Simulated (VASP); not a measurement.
Wanted: the native input for a VASP 6.6.1 run.

```
Task                   : single point
Functional             : PBE
Dispersion             : D3(BJ)
Potentials or basis    : VASP PAW PBE potentials, release 64 (Al)
Cutoff                 : 520 eV
k mesh                 : 3 × 2 × 1
Occupations            : fermi-dirac, width 0.05 eV
Spin                   : no spin polarisation
Dipole correction      : no
Further INCAR settings : LREAL = Auto; ALGO = Fast; EDIFF = 1e-07; NBANDS = 42
```

The structure of Al lies in POSCAR:

```
Al
1.0
    5.7275650000      0.0000000000      0.0000000000
    4.2956740000      7.4403250000      0.0000000000
    0.0000000000      0.0000000000     17.6765370000
Al
18
Direct
    0.1666684695      0.1111107378      0.0565721668
    0.6666715249      0.1111107378      0.0565721668
    0.1666708227      0.4444429511      0.0565721668
    0.6666738781      0.4444429511      0.0565721668
    0.1666731759      0.7777751644      0.0565721668
    0.6666762313      0.7777751644      0.0565721668
   -0.1567325968      0.2310920558      0.1911630089
    0.3860583667      0.1931770454      0.1880062820
   -0.1171015883      0.5309311085      0.1953040915
    0.3262366356      0.5713325695      0.2070767594
   -0.1133790437      0.9029981889      0.1879101093
    0.4092628004      0.8570996563      0.1901956249
    0.1107686561      0.0241790513      0.3218390571
    0.6053213763      0.0090049830      0.3129402552
    0.1003389383      0.3297974215      0.3223425493
    0.5512518808      0.3604950053      0.3429008748
    0.0379911583      0.6676724471      0.3351448307
    0.5371051308      0.7015419353      0.3368080524
```

The cell was built by a generator and needn't be a form met in nature.

One way to write it, as run:

INCAR

```
SYSTEM = Al
PREC = Accurate ; ENCUT = 520
EDIFF = 1E-7 ; ISMEAR = -1
SIGMA = 0.05 ; LREAL = Auto
LASPH = .TRUE. ; NELM = 100
ALGO = Fast ; ISIF = 2
LWAVE = .FALSE. ; LCHARG = .FALSE.
GGA = PE ; IVDW = 12
NBANDS = 42
```

KPOINTS

```
regular mesh
0
G
  3 2 1
  0 0 0
```

Potentials or basis: VASP PAW PBE potentials, release 64 (Al).

The run is started by

```console
$ cat potpaw_PBE.64/Al/POTCAR > POTCAR
$ mpirun -np 1 vasp_std > vasp.out
```

It gave:

* Largest force: 0.987 eV/Å
* Band gap on the k mesh: none (metal or under the smearing width)
* Dispersion energy per atom: -0.224 eV

Caveat: the k mesh is coarse (spacing up to 0.42 Å⁻¹), so the values aren't converged.

It took 9.7 min on 1 thread of AMD EPYC 7R13 Processor (Zen 3), with other jobs on the host, peak memory 0.72 GiB.
